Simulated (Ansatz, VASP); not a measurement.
**Two plane-wave programs on HfB4**

```
Hf B
1.0
     3.99490    0.00000    0.00000
    -1.99745    3.45968    0.00000
     0.00000    0.00000    6.24914
Hf B
1 4
Direct
  0.00000 0.00000 0.00000
  0.00000 0.00000 0.36898
  0.00000 0.00000 0.63102
  0.33333 0.66667 0.00000
  0.66667 0.33333 0.00000
```

Alike in both runs: functional PBE; k mesh 6 × 6 × 4; occupations gaussian, width 0.1 eV; no spin polarisation.

Ansatz relaxed the structure, and its values are those at the end. VASP's run is a single point on that final structure, the one shown.

|  | VASP | Ansatz |
| --- | --- | --- |
| version | VASP 6.6.1 | Ansatz 0.2.0 |
| potentials or method | VASP PAW PBE potentials, release 64 (Hf_pv, B) | scalar-relativistic, plane waves, PAW |
| plane-wave cutoff (eV) | 520 | 420 |
| valence electrons in the cell | 22 | 38 |

Ansatz gave:

```
gap on the k mesh at the Fermi level (eV) : none
pressure (GPa)                            : 0.0
rms of the force components (eV/Å)        : 0.003
```

Q: What did VASP give for the same quantities?

A: gap on the k mesh at the Fermi level (eV): none; pressure (GPa): 0.3; rms of the force components (eV/Å): 0.008.

A gap of «none» marks a metal or a gap that the smearing closes. The two sets of potentials don't hold the same shells in valence.

The runs have no spin-orbit coupling, so splittings on Hf are missing.
